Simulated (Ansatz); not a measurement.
**ZrO$_{2}$: enthalpy against pressure**

ZrO$_{2}$, P4_2/nmc, a = 3.601 Å, c = 5.228 Å. This isn't the usual stable structure of the compound. Ansatz: r2SCAN, PAW, 500 eV, Γ-centred 6×6×6 mesh on 6 atoms, Gaussian smearing 0.02 eV; no spin polarisation. Cell and atoms are relaxed at each pressure, and no other structure is tried, so the rows at high pressure may lie past a change of phase. y is the enthalpy over the state at zero pressure; there V0 = 11.301 Å³/atom. The pressures are the targets, met within 0.06 GPa.

| P (GPa) | y (eV/atom) |
| --- | --- |
| -1.0 | -0.0707 |
| 0.0 | 0.0000 |
| 1.0 | 0.0703 |
| 4.0 | 0.2792 |
| 12.0 | ? |
| 25.0 | 1.6676 |
| 50.0 | 3.2005 |
| 90.0 | 5.4808 |

Q: Fit y = c1 P + c2 P² + c3 P³ to the other rows, say what c1 and c2 mean, and predict the missing value.

A: Least squares on the rows shown. y = 0.070051 P − 0.00014492 P² + 4.8025×10⁻⁷ P³. Since dH/dP = V, c1 is V0: 0.070051 eV/GPa × 160.2 = 11.222 Å³ against 11.301; c2 = −V0/(2B0) gives B0 = 242 GPa, where a Birch–Murnaghan fit to the volumes of the same runs (not shown) gives 183 GPa: a cubic over this range folds the higher terms into c2. At P = 12.0 the fit asked for gives 0.8206 eV/atom. The run gave 0.8218 eV/atom, so the fit is 0.0012 eV/atom too low, within twice the rms miss on the fitted rows (0.0006 eV/atom).

The mesh isn't the same in all rows (6×6×6, 8×8×6).